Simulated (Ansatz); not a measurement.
Computed with DFT PBE, scalar-relativistic, plane waves, PAW in Ansatz 0.2.0. Settings: cutoff 420 eV, Γ-centred meshes spaced at most about 0.3 Å⁻¹, and about 0.25 Å⁻¹ or finer for metals (2π included), Gaussian smearing. Spin is collinear.

These are static total energies at zero pressure.

Two forms of GdN were relaxed alike.

A. (opposed moments near 6.8 μB on the magnetic atoms; signs in the order of the file + − 0 0)

```xyz
4
Lattice="4.0816 0.0000 0.0000 -2.0408 3.5347 0.0000 0.0000 0.0000 5.0146" Properties=species:S:1:pos:R:3 pbc="T T T"
Gd    2.0408    1.1782    2.5073
Gd    0.0000    2.3565    0.0000
N     2.0408    1.1782    0.0000
N     0.0000    2.3565    2.5073
```

B. (parallel moments up to 6.9 μB)

```xyz
2
Lattice="0.0000 2.4919 2.4919 2.4919 0.0000 2.4919 2.4919 2.4919 0.0000" Properties=species:S:1:pos:R:3 pbc="T T T"
Gd    0.0000    0.0000    0.0000
N     2.4919    2.4919    2.4919
```

Task: Which form is favoured at zero pressure, and by what margin per atom?

Result: B is lower, by 80 meV/atom. A has space group P6_3/mmc (No. 194), 18.1 Å³/atom and a gap of 0.75 eV on its mesh; B has the rock salt type, space group Fm-3m (No. 225), 15.5 Å³/atom and no gap. Counting N atoms around Gd (those within 1.25 times the shortest such distance or 1.15 times the sum of covalent radii), A has Gd 5 and B has Gd 6. Their magnetic states differ too, which can make part of the margin. The denser one is the lower, and pressure would at first widen the difference. In A, around Gd lie 3 N at 2.36 Å and 2 N at 2.51 Å; N is surrounded by 3 Gd at 2.36 Å and 2 Gd at 2.51 Å. In B, Gd is surrounded by 6 N at 2.49 Å; N has 6 Gd at 2.49 Å. Origin: A, invented; B, reached from a Materials Project cell.

Kohn–Sham gaps at this level usually fall short of measured ones. The zero gap of Fm-3m may come from the functional, which often closes small gaps. The 4f shell of Gd is treated without a Hubbard U, which places its levels poorly. The magnetic state reached may not be the lowest. Cells relaxed within their symmetry can be saddle points. Some candidate types were left out of the draw beforehand, so a known form may be missing.
